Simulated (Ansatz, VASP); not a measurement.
Ti: VASP and Ansatz over several settings

```
Ti
1.0
     2.95000    0.00000    0.00000
    -1.47500    2.55477    0.00000
     0.00000    0.00000    4.68000
Ti
2
Direct
  0.66667 0.33333 0.75000
  0.33333 0.66667 0.25000
```

Single points on this cell with VASP 6.6.1 and Ansatz 0.2.0. Each row is one pair of runs. Alike in all rows: spin: off; k mesh: 10 × 10 × 6; Ansatz's potentials, cutoff: Ansatz PAW, 420 eV.

| level | smearing | VASP's potentials, cutoff | gap on the k mesh at the Fermi level (eV), VASP | gap on the k mesh at the Fermi level (eV), Ansatz | pressure (GPa), VASP | pressure (GPa), Ansatz | largest component of the traceless stress (GPa), VASP | largest component of the traceless stress (GPa), Ansatz |
| --- | --- | --- | --- | --- | --- | --- | --- | --- |
| PBE | fermi-dirac, width 0.05 eV | VASP PAW PBE potentials, release 64 (Ti_sv), 520 eV | none | none | -1.7 | -1.5 | 0.27 | 0.26 |
| PBE | gaussian, width 0.1 eV | VASP PAW PBE potentials, release 64 (Ti_sv), 520 eV | none | none | -1.7 | -1.5 | 0.26 | 0.25 |
| PBE | gaussian, width 0.1 eV | VASP PAW PBE potentials, release 64 (Ti_sv_GW), 550 eV | none | none | -2.8 | -1.5 | 0.25 | 0.25 |
| PBE | gaussian, width 0.05 eV | VASP PAW PBE potentials, release 54 (Ti_sv), 520 eV | none | none | -1.7 | -1.4 | 0.20 | 0.19 |
| PBEsol | fermi-dirac, width 0.05 eV | VASP PAW PBE potentials, release 64 (Ti_sv), 520 eV | none | none | -5.9 | -5.7 | 0.34 | 0.34 |

Pressure (GPa): the two programs differ by at most 1.37; largest component of the traceless stress (GPa): the two programs differ by at most 0.013.

A gap of «none» marks a metal or a gap that the smearing closes.

Caveats: the PAW data sets were made with another functional, which shifts forces and pressure a little (VASP); the PAW data sets come from PBE, with cores solved anew for the run's functional, which leaves a small shift of forces and pressure (Ansatz).
